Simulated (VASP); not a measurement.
Mg:

```
CELL_PARAMETERS angstrom
2.97671 -1.96738 0.00000
2.97671 1.96738 0.00000
0.00000 0.00000 8.02543
ATOMIC_POSITIONS crystal
Mg 0.85000 0.15000 0.11700
Mg 0.65000 0.35000 0.61700
Mg 0.15000 0.85000 0.88300
Mg 0.35000 0.65000 0.38300
```

The cell was built by a generator and needn't be a form met in nature.

| Property | Result |
| --- | --- |
| Program | VASP 6.6.1 |
| Task | relaxation of cell and atoms |
| Functional | PBEsol |
| Potentials or basis | VASP PAW PBE potentials, release 64 (Mg) |
| Cutoff | 600 eV |
| k mesh | 6 × 6 × 2 |
| Occupations | gaussian, width 0.1 eV |
| Spin | no spin polarisation |

At the start: pressure 6.7 GPa; volume 23.50 Å³/atom.

Q: How do energy, volume and symmetry change on relaxing?

A: Over 30 steps the energy falls by 745.0 meV/atom and the volume is 22.59 Å³/atom (-3.9 %); space group Fmmm (No. 69, to 0.05 Å).

Step by step:
```csv
step,energy change (eV),largest force (eV/Å),pressure (GPa),volume (Å³)
1,0.0000,3.6164,6.68,94.00
2,-2.1477,0.3736,-2.52,106.91
3,-2.1741,0.3520,-2.87,107.99
4,-2.1817,0.3810,-3.43,110.13
5,-2.1850,0.3604,-3.20,109.17
6,-2.4312,0.4390,-2.19,101.26
7,-2.6064,0.5264,0.23,92.19
8,-2.6193,0.5574,1.42,88.98
9,-2.7460,0.3405,1.06,88.97
10,-2.8027,0.2189,0.99,88.85
11,-2.8038,0.2092,1.00,88.81
12,-2.8435,0.1886,-0.36,91.82
13,-2.8473,0.1816,-0.83,92.96
14,-2.8771,0.1669,-0.27,91.26
15,-2.9004,0.0891,2.03,86.17
16,-2.9034,0.1156,1.39,87.46
17,-2.9149,0.0898,1.27,87.71
18,-2.9386,0.0054,0.95,88.42
19,-2.9220,0.2561,0.53,89.60
20,-2.9486,0.0695,0.80,88.81
21,-2.9504,0.1378,0.68,89.14
22,-2.9513,0.1080,0.73,89.00
23,-2.9624,0.1149,0.07,90.46
24,-2.9633,0.1172,-0.17,91.00
25,-2.9681,0.1027,-0.10,90.73
26,-2.9759,0.0639,0.18,89.92
27,-2.9759,0.0609,0.20,89.84
28,-2.9781,0.0427,-0.02,90.37
29,-2.9789,0.0232,-0.25,90.94
30,-2.9802,0.0025,-0.01,90.36
```

Final structure:
```
CELL_PARAMETERS angstrom
2.35696 -2.23762 0.00000
2.35696 2.23762 0.00000
0.00000 0.00000 8.56669
ATOMIC_POSITIONS crystal
Mg 0.74973 0.25027 0.12501
Mg 0.75027 0.24973 0.62501
Mg 0.25027 0.74973 0.87499
Mg 0.24973 0.75027 0.37499
```

Caveat: the k mesh is coarse (spacing up to 0.39 Å⁻¹), so the values aren't converged; the PAW data sets were made with another functional, which shifts forces and pressure a little.
